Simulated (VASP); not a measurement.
Runs of VASP 6.6.1 on PbSe. The structure is cubic, space group Fm-3m (No. 225). The conventional cell has a = 6.104 Å, b = 6.104 Å, c = 6.104 Å, α = 90.00°, β = 90.00°, γ = 90.00°. Around Se (site symmetry m-3m) lie 6 Pb at 3.05 Å. Around Pb (site symmetry m-3m) lie 6 Se at 3.05 Å. The cell was built by a generator and needn't be a form met in nature.

| task | level | potentials or basis | spin | cell | k mesh | cutoff (eV) | gap on the mesh (eV) | pressure (GPa) |
| --- | --- | --- | --- | --- | --- | --- | --- | --- |
| band structure | r2SCAN | VASP PAW PBE potentials, release 64 (Se, Pb_d) | off | as given | 8 × 8 × 8 | 520 | (a) | 2.0 |
| band structure | PBEsol | VASP PAW PBE potentials, release 64 (Se, Pb_d) | off | as given | 8 × 8 × 8 | 520 | 0.17 | -0.1 |
| band structure | LDA | VASP PAW LDA potentials, release 64 (Se, Pb_d) | off | as given | 8 × 8 × 8 | 520 | 0.13 | -1.6 |
| band structure | PBEsol | VASP PAW PBE potentials, release 64 (Se, Pb_d) | SOC, no magnetisation | as given | 6 × 6 × 6 | 520 | - | -0.6 |
| relaxation of cell and atoms | PBEsol | VASP PAW PBE potentials, release 64 (Se, Pb_d) | off | relaxed | 8 × 8 × 8 | 600 | 0.17 | 0.0 |
| band structure | TB-mBJ | VASP PAW PBE potentials, release 64 (Se, Pb_d) | off | as given | 8 × 8 × 8 | 520 | (b) | - |

Alike in all rows: smearing gaussian 0.03 eV.

Estimate the missing entries.

(a) 0.55; (b) 0.83.

Caveats: the PAW data sets were made with another functional, which shifts forces and pressure a little (some runs); spin-orbit coupling is left out, which as a rule narrows the gap of such compounds by several tenths of an eV (some runs); the relaxation stopped at its first step, so nothing moved (some runs).

A k mesh can miss the band edges, and rows without SOC leave out spin-orbit coupling on Pb, Se.
